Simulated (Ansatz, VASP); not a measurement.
Two plane-wave programs on Mg

```xyz
2
Lattice="3.1985 0.0000 0.0000 -1.5993 2.7700 0.0000 0.0000 0.0000 5.1929" Properties=species:S:1:pos:R:3 pbc="T T T"
Mg    0.0000    1.8467    1.2982
Mg    1.5993    0.9233    3.8947
```

Change from the starting cell: volume scaled by 0.99, PAW files.

Alike in both runs: task electric field gradients; functional PBEsol; k mesh 12 × 12 × 7; occupations fermi-dirac, width 0.08 eV; no spin polarisation.

|  | VASP | Ansatz |
| --- | --- | --- |
| version | VASP 6.6.1 | Ansatz 0.2.0 |
| potentials or method | VASP PAW PBE potentials, release 64 (Mg) | PAW with Ansatz's default frozen-core files, scalar-relativistic |
| plane-wave cutoff (eV) | 520 | 420 |
| valence electrons in the cell | 4 | 20 |

VASP gave:

```
pressure (GPa)                                                 : -0.8
largest component of the traceless stress (GPa)                : 0.52
Vzz of the field gradient on the site that differs most (V/Å²) : 1.0
```

Question: What did Ansatz give for the same quantities?

Answer: Pressure (GPa): -0.8; largest component of the traceless stress (GPa): 0.52; Vzz of the field gradient on the site that differs most (V/Å²): 1.1.

The two sets of potentials don't hold the same shells in valence.

Caveats: the PAW data sets were made with another functional, which shifts forces and pressure a little (VASP).
